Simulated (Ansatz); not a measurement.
Runs of Ansatz 0.2.0 on KMgF3. It takes space group Pm-3m (No. 221, cubic). Conventional cell: a = 3.986 Å, b = 3.986 Å, c = 3.986 Å, α = 90.00°, β = 90.00°, γ = 90.00°. Around K (site symmetry m-3m) lie 12 F at 2.82 Å. Mg (site symmetry m-3m) is surrounded by 6 F at 1.99 Å. F (site symmetry 4/mmm) is surrounded by 2 Mg at 1.99 Å. 

| task | level | cell | cutoff (eV) | points for each segment of the path | gap on the mesh (eV) | pressure (GPa) | relaxed volume (Å³/atom) |
| --- | --- | --- | --- | --- | --- | --- | --- |
| band structure | LDA | as given | 420 | 14 | (a) | -4.5 | - |
| relaxation of cell and atoms | PBEsol | relaxed | 420 | - | 7.15 | 0.0 | 12.71 |
| band structure | r2SCAN | as given | 500 | 14 | 8.30 | -0.3 | - |
| relaxation of cell and atoms | LDA | relaxed | 420 | - | (b) | 0.0 | 11.94 |
| band structure | PBEsol | as given | 420 | 14 | 7.18 | 0.3 | - |
| band structure | PBE | as given | 420 | 14 | 7.37 | 3.8 | - |

Alike in all rows: potentials or basis Ansatz PAW; no spin polarisation; k mesh 7 × 7 × 7; smearing fermi-dirac 0.05 eV.

Fill in the values left out.

(a) 7.02; (b) 7.48.

Caveats: the PAW data sets come from PBE, with cores solved anew for the run's functional, which leaves a small shift of forces and pressure (some runs); odd divisions of the mesh miss points on the zone boundary, where band edges often lie, so the gap on the mesh can be too wide (some runs); the plane-wave basis is chosen anew once the cell has moved, so the energies of steps on either side of that aren't comparable (some runs).

A k mesh can miss the band edges.
